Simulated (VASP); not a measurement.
# Ni (Fm-3m) in VASP: elastic constants with PBE

Aim: the elastic constants of Ni with PBE.

Everything below comes from runs of VASP 6.6.1. Logs are shortened: lines on timing, memory, paths and dates and some standing lists are left out, and cuts for length are marked.

## 1. The structure

The structure is cubic, space group Fm-3m (No. 225). Conventional cell: a = 3.551 Å, b = 3.551 Å, c = 3.551 Å, α = 90.00°, β = 90.00°, γ = 90.00°. Ni (site symmetry m-3m) has 12 Ni at 2.51 Å as nearest neighbours.

## 2. Elastic constants, PBE, collinear spin, ferromagnetic start

File POSCAR:

```
Ni
1.0
    0.0000000000      1.7756500000      1.7756500000
    1.7756500000      0.0000000000      1.7756500000
    1.7756500000      1.7756500000      0.0000000000
Ni
1
Direct
    0.0000000000      0.0000000000      0.0000000000
```

File INCAR.step1:

```
SYSTEM = Ni
PREC     = Accurate       ! precision mode
ENCUT    = 600            ! plane-wave cutoff, eV
EDIFF    = 1E-8           ! SCF threshold, eV
ISMEAR   = 0              ! smearing method
SIGMA    = 0.1            ! smearing width, eV
LREAL    = .False.        ! projectors in reciprocal space
LASPH    = .True.         ! aspherical terms in the spheres
NELM     = 150            ! most SCF steps
ALGO     = Normal         ! electronic algorithm
ISIF     = 3              ! what is computed and relaxed
LWAVE    = .False.        ! write WAVECAR
LCHARG   = .False.        ! write CHGCAR
ISPIN    = 2              ! spin polarisation
MAGMOM   = 1              ! initial moments
LORBIT   = 11             ! projections on sites
LMAXMIX  = 4              ! l up to which the mixer works
GGA      = PE             ! functional
IBRION   = 2              ! ionic algorithm
NSW      = 40             ! ionic steps
EDIFFG   = -0.002         ! ionic threshold
```

File INCAR.step2:

```
SYSTEM = Ni
PREC     = Accurate       ! precision mode
ENCUT    = 600            ! plane-wave cutoff, eV
EDIFF    = 1E-8           ! SCF threshold, eV
ISMEAR   = 0              ! smearing method
SIGMA    = 0.1            ! smearing width, eV
LREAL    = .False.        ! projectors in reciprocal space
LASPH    = .True.         ! aspherical terms in the spheres
NELM     = 150            ! most SCF steps
ALGO     = Normal         ! electronic algorithm
ISIF     = 3              ! what is computed and relaxed
LWAVE    = .False.        ! write WAVECAR
LCHARG   = .False.        ! write CHGCAR
ISPIN    = 2              ! spin polarisation
MAGMOM   = 1              ! initial moments
LORBIT   = 11             ! projections on sites
LMAXMIX  = 4              ! l up to which the mixer works
GGA      = PE             ! functional
IBRION   = 6              ! ionic algorithm
NFREE    = 2            
POTIM    = 0.015          ! step
NSW      = 1              ! ionic steps
```

File KPOINTS:

```
Automatic mesh
0
Gamma
  20 20 20
  0 0 0
```

Potentials or basis: VASP PAW PBE potentials, release 64 (Ni).

Launch:

```bash
cat potpaw_PBE.64/Ni/POTCAR > POTCAR
cp INCAR.step1 INCAR
mpirun -np 1 vasp_std > vasp.out
cp CONTCAR POSCAR
cp INCAR.step2 INCAR
mpirun -np 1 vasp_std > vasp.out
```

OUTCAR:

```text
SYSTEM = Ni
   PREC = Accurate
   ENCUT = 600
   EDIFF = 1E-8
   ISMEAR = 0
   LREAL = .False.
   LASPH = .True.
   NELM = 150
   ISIF = 3
   ISPIN = 2
   LORBIT = 11
   GGA = PE
   IBRION = 6
   NFREE = 2
   POTIM = 0.015
   NSW = 1

 ion  position               nearest neighbor table
   1  0.000  0.000  0.000-

  LATTYP: Found a face centered cubic cell.
 ALAT       =     3.5176964936

  Lattice vectors:

 A1 = (   0.0000000000,   1.7588482468,   1.7588482468)
 A2 = (   1.7588482468,   0.0000000000,   1.7588482468)
 A3 = (   1.7588482468,   1.7588482468,   0.0000000000)

Analysis of symmetry for initial positions (statically):
=====================================================================
 Subroutine PRICEL returns:
 Original cell was already a primitive cell.

 Routine SETGRP: Setting up the symmetry group for a
 face centered cubic supercell.

 Subroutine GETGRP returns: Found 48 space group operations
 (whereof 48 operations were pure point group operations)
 out of a pool of 48 trial point group operations.

The static configuration has the point symmetry O_h .

Analysis of symmetry for dynamics (positions and initial velocities):
=====================================================================
 Subroutine PRICEL returns:
 Original cell was already a primitive cell.

 Routine SETGRP: Setting up the symmetry group for a
 face centered cubic supercell.

 Subroutine GETGRP returns: Found 48 space group operations
 (whereof 48 operations were pure point group operations)
 out of a pool of 48 trial point group operations.

The dynamic configuration has the point symmetry O_h .

Analysis of structural, dynamic, and magnetic symmetry:
=====================================================================
 Subroutine PRICEL returns:
 Original cell was already a primitive cell.

 Routine SETGRP: Setting up the symmetry group for a
 face centered cubic supercell.

 Subroutine GETGRP returns: Found 48 space group operations
 (whereof 48 operations were pure point group operations)
 out of a pool of 48 trial point group operations.

The overall configuration has the point symmetry O_h .

 Subroutine INISYM returns: Found 48 space group operations
 (whereof 48 operations are pure point group operations),
 and found     1 'primitive' translations

----------------------------------------------------------------------------------------

                                     Primitive cell

  volume of cell :      10.8822

  direct lattice vectors                    reciprocal lattice vectors
     0.000000000  1.758848247  1.758848247    -0.284276941  0.284276941  0.284276941
     1.758848247  0.000000000  1.758848247     0.284276941 -0.284276941  0.284276941
     1.758848247  1.758848247  0.000000000     0.284276941  0.284276941 -0.284276941

  length of vectors
     2.487387045  2.487387045  2.487387045     0.492382106  0.492382106  0.492382106

  position of ions in fractional coordinates (direct lattice)
     0.000000000  0.000000000  0.000000000

  ion indices of the primitive-cell ions
   primitive index   ion index
                 1           1

----------------------------------------------------------------------------------------

 KPOINTS: Automatic mesh

Automatic generation of k-mesh.
 Grid dimensions read from file:
 generate k-points for:   20   20   20

 Generating k-lattice:

  Cartesian coordinates                     Fractional coordinates (reciprocal lattice)
    -0.014213847  0.014213847  0.014213847     0.050000000  0.000000000  0.000000000
     0.014213847 -0.014213847  0.014213847     0.000000000  0.050000000  0.000000000
     0.014213847  0.014213847 -0.014213847     0.000000000  0.000000000  0.050000000

  Length of vectors
     0.024619105  0.024619105  0.024619105

  Shift w.r.t. Gamma in fractional coordinates (k-lattice)
     0.000000000  0.000000000  0.000000000

 Subroutine IBZKPT returns following result:
 ===========================================
[... 90 lines left out ...]

 Free energy of the ion-electron system (eV)
  ---------------------------------------------------
  ext. energy  EPLUGINS =         0.00000000
  ---------------------------------------------------
  free energy    TOTEN  =        -5.47483922 eV

  energy without entropy =       -5.46607253  energy(sigma->0) =       -5.47045588

------------------------ aborting loop because EDIFF is reached ----------------------------------------

  FORCE on cell =-STRESS in cart. coord.  units (eV):
  Direction    XX          YY          ZZ          XY          YZ          ZX
  --------------------------------------------------------------------------------------
  -------------------------------------------------------------------------------------
  Total        0.0004915      0.0004915      0.0004915      0.0000000     -0.0000000      0.0000000
  in kB        0.0723588      0.0723588      0.0723588      0.0000000     -0.0000000      0.0000000
  external PRESSURE =       0.0723588 kB  Pullay stress =       0.0000000 kB
[... 86 lines left out ...]
  FREE ENERGIE OF THE ION-ELECTRON SYSTEM (eV)
  ---------------------------------------------------
  free  energy   TOTEN  =        -5.4726966618 eV

  energy  without entropy=       -5.4640940705  energy(sigma->0) =       -5.46839537

[... ionic steps 4 to 12 ...]

--------------------------------------- Ionic step       13  -------------------------------------------

 number of electron      10.0000008 magnetization       0.6281511

------------------------ aborting loop because EDIFF is reached ----------------------------------------
[... 65 lines left out ...]
--------------------------------------- Ionic step       15  -------------------------------------------

 number of electron      10.0000005 magnetization       0.6282871

 Free energy of the ion-electron system (eV)
  ---------------------------------------------------
  ext. energy  EPLUGINS =         0.00000000
  ---------------------------------------------------
  free energy    TOTEN  =        -5.47483655 eV

  energy without entropy =       -5.46606986  energy(sigma->0) =       -5.47045321

 E-fermi :   9.3746     XC(G=0): -13.2543

 val. band max:        9.3740396817   @ k =  -0.4500   0.5000   0.0500
 cond. band min:       9.3746943351   @ k =   0.4000   0.0000   0.0000
 fundamental gap:      0.0006546534
 Fermi energy:         9.3746414261

 spin component 1

 k-point     1 :       0.0000    0.0000    0.0000
  band No.  band energies     occupation
      1       0.3650      1.00000
      2       6.9354      1.00000
      3       6.9354      1.00000
      4       6.9354      1.00000
      5       8.1140      1.00000
      6       8.1140      1.00000
      7      33.0961      0.00000
      8      36.9548      0.00000
      9      36.9548      0.00000
     10      36.9548      0.00000
[... 287 lines left out ...]
 k-point    24 :      -0.3500    0.0500    0.0000
  band No.  band energies     occupation
      1       4.1918      1.00000
      2       7.0233      1.00000
      3       7.0781      1.00000
      4       7.1991      1.00000
      5       8.4435      1.00000
      6       8.7933      1.00000
      7      18.5121      0.00000
      8      31.0563      0.00000
      9      33.4222      0.00000
     10      35.2844      0.00000

 [... further k-points ...]

 spin component 2

 k-point     1 :       0.0000    0.0000    0.0000
  band No.  band energies     occupation
      1       0.3291      1.00000
      2       7.6929      1.00000
      3       7.6929      1.00000
      4       7.6929      1.00000
      5       8.7003      1.00000
      6       8.7003      1.00000
      7      32.9318      0.00000
      8      36.9348      0.00000
      9      36.9348      0.00000
     10      36.9348      0.00000
[... 327 lines left out ...]
  FREE ENERGIE OF THE ION-ELECTRON SYSTEM (eV)
  ---------------------------------------------------
  free  energy   TOTEN  =        -5.4748365549 eV

  energy  without entropy=       -5.4660698613  energy(sigma->0) =       -5.47045321

 INTERNAL STRAIN TENSORS FROM STRAINED CELLS
 ============================================

 INTERNAL STRAIN TENSOR FOR ION    1 for displacements in x,y,z  (eV/Angst):
          X           Y           Z          XY          YZ          ZX
  --------------------------------------------------------------------------------
  x     0.00000    -0.00000    -0.00000     0.00000     0.00000    -0.00000
  y     0.00000     0.00000     0.00000    -0.00000     0.00000    -0.00000
  z     0.00000     0.00000     0.00000    -0.00000     0.00000     0.00000

 INTERNAL STRAIN TENSORS FROM DISPLACED ATOMS
 ============================================

 INTERNAL STRAIN TENSOR FOR ION    1 for displacements in x,y,z  (eV/Angst):
          X           Y           Z          XY          YZ          ZX
  --------------------------------------------------------------------------------
  x     0.00000     0.00000     0.00000     0.00000     0.00000     0.00000
  y     0.00000     0.00000     0.00000     0.00000     0.00000     0.00000
  z     0.00000     0.00000     0.00000     0.00000     0.00000     0.00000

 Eigenvectors and eigenvalues of the dynamical matrix
 ----------------------------------------------------

   1 f  =    0.000000 THz     0.000000 2PiTHz    0.000000 cm-1     0.000000 meV
             X         Y         Z           dx          dy          dz
      0.000000  0.000000  0.000000     1.000000    0.000000    0.000000

   2 f  =    0.000000 THz     0.000000 2PiTHz    0.000000 cm-1     0.000000 meV
             X         Y         Z           dx          dy          dz
      0.000000  0.000000  0.000000     0.000000    1.000000    0.000000

   3 f  =    0.000000 THz     0.000000 2PiTHz    0.000000 cm-1     0.000000 meV
             X         Y         Z           dx          dy          dz
      0.000000  0.000000  0.000000     0.000000    0.000000    1.000000

--------------------------------------------------------------------------------------------------------

 ELASTIC MODULI CONTR FROM IONIC RELAXATION (kBar)
 Direction    XX          YY          ZZ          XY          YZ          ZX
 --------------------------------------------------------------------------------
 XX           0.0000      0.0000      0.0000      0.0000      0.0000      0.0000
 YY           0.0000      0.0000      0.0000      0.0000      0.0000      0.0000
 ZZ           0.0000      0.0000      0.0000      0.0000      0.0000      0.0000
 XY           0.0000      0.0000      0.0000      0.0000      0.0000      0.0000
 YZ           0.0000      0.0000      0.0000      0.0000      0.0000      0.0000
 ZX           0.0000      0.0000      0.0000      0.0000      0.0000      0.0000
 --------------------------------------------------------------------------------

 TOTAL ELASTIC MODULI (kBar)
 Direction    XX          YY          ZZ          XY          YZ          ZX
 --------------------------------------------------------------------------------
 XX        2747.5349   1582.1415   1582.1415     -0.0000      0.0000      0.0000
 YY        1582.1415   2747.5349   1582.1415     -0.0000     -0.0000      0.0000
 ZZ        1582.1415   1582.1415   2747.5349      0.0000     -0.0000      0.0000
 XY          -0.0000     -0.0000      0.0000   1315.2988      0.0000      0.0000
 YZ           0.0000     -0.0000     -0.0000      0.0000   1315.2988      0.0000
 ZX           0.0000      0.0000      0.0000      0.0000      0.0000   1315.2988
 --------------------------------------------------------------------------------

 total charge

# of ion       s       p       d       tot
------------------------------------------
    1        0.498   0.498   8.314   9.309

 magnetization (x)

# of ion       s       p       d       tot
------------------------------------------
    1       -0.007  -0.025   0.672   0.640
```

It took 29 min on 1 thread of Intel Xeon 6975P-C (Granite Rapids), shared host; peak memory 0.98 GiB.

What came out:

```
Relaxed volume                                        : 10.88 Å³/atom
Relaxed cell                                          : a = 2.487 Å, b = 2.487 Å, c = 2.487 Å, α = 60.00°, β = 60.00°, γ = 60.00°
Space group after relaxing (to 0.05 Å)                : Fm-3m (No. 225)
Net moment                                            : 0.63 μB per cell
Site moments                                          : Ni +0.64 μB
Valence electrons inside the program's atomic spheres : Ni 9.31
Elastic constants C11, C12, C44                       : 275, 158, 132 GPa
Voigt bulk modulus                                    : 197 GPa
```

Step by step:
```
step  energy change (eV)  largest force (eV/Å)  pressure (GPa)  volume (Å³)
   1              0.0000                0.0000           -5.23        11.20
   2             -0.0011                0.0000            5.21        10.61
   3             -0.0053                0.0000            0.00        10.88
```

Final structure:
```yaml
crystal:
  lattice:
    - [0.00000, 1.75885, 1.75885]
    - [1.75885, 0.00000, 1.75885]
    - [1.75885, 1.75885, 0.00000]
  atoms:
    - { symbol: Ni, position: [0.00000, 0.00000, 0.00000] }
```

Elastic tensor in Voigt notation (GPa, in the Cartesian axes of the cell as first typed):
```
275 158 158   0   0   0
158 275 158   0   0   0
158 158 275   0   0   0
  0   0   0 132   0   0
  0   0   0   0 132   0
  0   0   0   0   0 132
```

Clamped-ion elastic tensor (GPa):
```
275 158 158   0   0   0
158 275 158   0   0   0
158 158 275   0   0   0
  0   0   0 132   0   0
  0   0   0   0 132   0
  0   0   0   0   0 132
```
